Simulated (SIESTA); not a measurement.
Crystal: La.

```
La
1.0
     3.75000    0.00000    0.00000
    -1.87500    3.24760    0.00000
     0.00000    0.00000    6.07000
La
2
Cartesian
  1.8750 1.0825 4.5525
  0.0000 2.1651 1.5175
```

This isn't the form of La at room conditions, which is double hcp.

Base run:

```yaml
Program: SIESTA 5.4.2
Functional: PBEsol
Potentials_or_basis: PseudoDojo 0.4 standard (PBEsol files)
Basis: SZ (energy shift 0.003 Ry; radii capped at 9.5 bohr)
Grid_cutoff: 800 Ry
Energy_shift: 0.003 Ry
k_mesh: 8 × 8 × 5
Occupations: fermi-dirac, width 0.05 eV
Spin: no spin polarisation
```

Its results: band gap on the k mesh none (metal or under the smearing width); pressure -1.2 GPa.

Task: The run is repeated on the same cell with these changes: basis from SZ (energy shift 0.003 Ry; radii capped at 9.5 bohr) to DZ (energy shift 0.003 Ry; two zetas on semicore shells). What comes out?

Result: Band gap on the k mesh none (metal or under the smearing width); pressure 0.6 GPa.

Caveats: the basis has no polarisation orbitals; spin-orbit coupling is left out, which moves the levels of the heavy elements; the basis of atomic orbitals isn't converged, which shifts pressures, moduli and gaps.
